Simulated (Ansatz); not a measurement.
# A Mg vacancy in antifluorite Mg2Si, 95 atoms, charge −2

All numbers come from Ansatz (PAW, plane waves, no spin–orbit coupling) at the single k point (¼, ¼, ¼) without its symmetry partners. The atoms were relaxed with PBEsol in a fixed cell; other functionals are single points on those atoms unless said otherwise. The valence top and gap of the host come from its small cell on a dense mesh, with the band extrema sought between the mesh points, lined up by the mean potential, PBEsol gap 0.11 eV, HSE06 gap 0.56 eV. The charge correction uses an assumed dielectric constant of 19.

Cell: a = 12.649 Å, b = 12.649 Å, c = 12.649 Å, α = 90.00°, β = 90.00°, γ = 90.00°.

Nearest atoms after relaxation, from the placed atom (for vacancies from the middle of the vacant sites): Si at 2.84 Å, Si at 2.85 Å, Si at 2.85 Å, Si at 2.85 Å, Mg at 2.96 Å, Mg at 2.96 Å, Mg at 2.96 Å, Mg at 2.97 Å.

Chemical potentials μ are those of reference phases of the elements at zero temperature by the same functional (the usual solids, diamond for C, grey Sn, and the molecules H2, N2, O2, F2, Cl2, Br2 and S8).

```tsv
functional	E(defect) − E(host) − Σ nμ + q·E_VBM (eV)	monopole (eV)	alignment (eV)	formation energy at E_F = VBM (eV)	moment (μB)	wall time, shared host
PBEsol	1.41	0.34	0.05	1.80	0 (no spin)	4.2 s on NVIDIA GB200 (relaxation)
```

Problem. Estimate the formation energy and moment that HSE06 gives on these atoms.

Solution. 2.30 eV at E_F = VBM (1.90 eV before the monopole term 0.34 eV and the alignment 0.06 eV), moment 0 (no spin).

Problem. How does the monopole term follow by hand for this cubic cell?

Solution. q²·α·e²/(4πε₀)/(2εL) with the Madelung constant α = 2.837 and e²/4πε₀ = 14.40 eV·Å: 4 × 2.837 × 14.40 / (2 × 19 × 12.649) = 0.34 eV.

HSE06 one-electron levels near the gap (the ten most localised at most), from the host's valence top, not corrected for the charge's images:

```csv
level (eV),spin,filling,atoms sharing it,element of the atom with most weight
-0.23,both,2.00,59.5,spread
-0.23,both,2.00,59.5,spread
0.82,both,0.00,85.5,spread
0.82,both,0.00,85.6,spread
0.85,both,0.00,85.7,spread
```

All elements are taken at their own reference at once; growth conditions in equilibrium with the host shift these energies, by up to the host's formation enthalpy.

One k point and a cell of this size can leave errors of several tenths of an eV in such numbers.
